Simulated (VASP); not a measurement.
Set up this calculation in VASP 6.6.1, as the native input.

- Task: work function
- Functional: PBE0
- Potentials or basis: VASP PAW PBE potentials, release 64 (S, W_sv)
- Cutoff: 520 eV
- k mesh: 6 × 6 × 1
- Occupations: gaussian, width 0.03 eV
- Spin: no spin polarisation
- Grid for exact exchange (PRECFOCK): Fast
- Exchange at q = 0: default
- Dipole correction: yes
- Further INCAR settings: ALGO = Normal; EDIFF = 1e-06

WS2, a sheet with vacuum:

```
S W
1.0
     3.12472    0.00000    0.00000
    -1.56236    2.70609    0.00000
     0.00000    0.00000   19.14000
S W
2 1
Direct
  0.66667 0.33333 0.41781
  0.66667 0.33333 0.58219
  0.33333 0.66667 0.50000
```

The cell was built by a generator and needn't be a form met in nature.

The input as run:

POSCAR

```
WS2                                     
1.0
    3.1247183217     -0.0000000000      0.0000000000
   -1.5623591609      2.7060854463      0.0000000000
    0.0000000000      0.0000000000     19.1400000000
  S               W             
     2     1
Direct
     0.6666669999999968    0.3333330000000032    0.4178143235453290
     0.6666669999999968    0.3333330000000032    0.5821856764546708
     0.3333330000000032    0.6666669999999968    0.5000000000000000
```

INCAR.step1

```
PREC = Accurate
ENCUT = 520
EDIFF = 1E-5
ISMEAR = 0
SIGMA = 0.03
LREAL = F
LASPH = T
NELM = 60
ALGO = Normal
ISIF = 2
LWAVE = T
LDIPOL = T
IDIPOL = 3
DIPOL = 0.5 0.5 0.500
GGA = PE
```

INCAR.step2

```
PREC = Accurate
ENCUT = 520
EDIFF = 1E-6
ISMEAR = 0
SIGMA = 0.03
LREAL = F
LASPH = T
NELM = 60
ALGO = Normal
ISIF = 2
LWAVE = F
LCHARG = T
LDIPOL = T
IDIPOL = 3
DIPOL = 0.5 0.5 0.500
GGA = PE
LHFCALC = T
AEXX = 0.25
PRECFOCK = Fast
LELF = T
LVHAR = T
LVACPOTAV = T
ISTART = 1
```

KPOINTS

```
Automatic mesh
0
Gamma
  6 6 1
```

Potentials or basis: VASP PAW PBE potentials, release 64 (S, W_sv).

The run is started by

```bash
$ cat potpaw_PBE.64/S/POTCAR potpaw_PBE.64/W_sv/POTCAR > POTCAR
$ cp INCAR.step1 INCAR
$ mpirun -np 1 vasp_std > vasp.out
$ cp INCAR.step2 INCAR
$ mpirun -np 1 vasp_std > vasp.out
```

Results of the run:

```
Largest force                          : 0.122 eV/Å
Band gap on the k mesh                 : 3.27 eV, direct
Ionisation potential of the upper face : 6.39 eV
```

Caveat: the PAW data sets were made with another functional, which shifts forces and pressure a little; spin-orbit coupling is left out, which moves the levels of the heavy elements.

Wall time 4.1 min on 1 thread of Intel(R) Xeon(R) 6975P-C (Granite Rapids) (shared host), peak memory 0.29 GiB.
